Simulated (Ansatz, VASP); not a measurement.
# FeO in VASP and in Ansatz

```
CELL_PARAMETERS angstrom
0.00000 2.36590 2.36590
2.36590 0.00000 2.36590
2.36590 2.36590 0.00000
ATOMIC_POSITIONS crystal
Fe 0.00000 0.00000 0.00000
O 0.25000 0.25000 0.25000
```

The cell comes from a database or a generator and needn't be the stable form of this composition.

Alike in both runs: task single point; functional PBE; k mesh 10 × 10 × 10; occupations fermi-dirac, width 0.05 eV; collinear spin.

|  | VASP | Ansatz |
| --- | --- | --- |
| version | VASP 6.6.1 | Ansatz 0.2.0 |
| potentials or method | VASP PAW PBE potentials, release 64 (Fe, O) | Ansatz PAW |
| plane-wave cutoff (eV) | 520 | 420 |
| valence electrons in the cell | 14 | 22 |

```tsv
	VASP	Ansatz	Ansatz less VASP
gap on the k mesh at the Fermi level (eV)	none	none	-
pressure (GPa)	-9.9	-10.1	-0.15
net moment per atom (μB)	2.01	2.01	+0.003
size of the moment on the site where the two differ most (μB)	3.62	3.37	-0.245
```

Site moments also hang on the region over which each program counts them. A gap of «none» marks a metal or a gap that the smearing closes. The two sets of potentials don't hold the same shells in valence.

Caveats: a cell with one magnetic atom can't hold antiferromagnetic order, which such compounds often take; semilocal functionals often make such compounds metallic where correlation or magnetic order opens a gap, which also shifts bond lengths; the pressure holds a Pulay correction of +0.5 GPa for the finite cutoff (Ansatz).
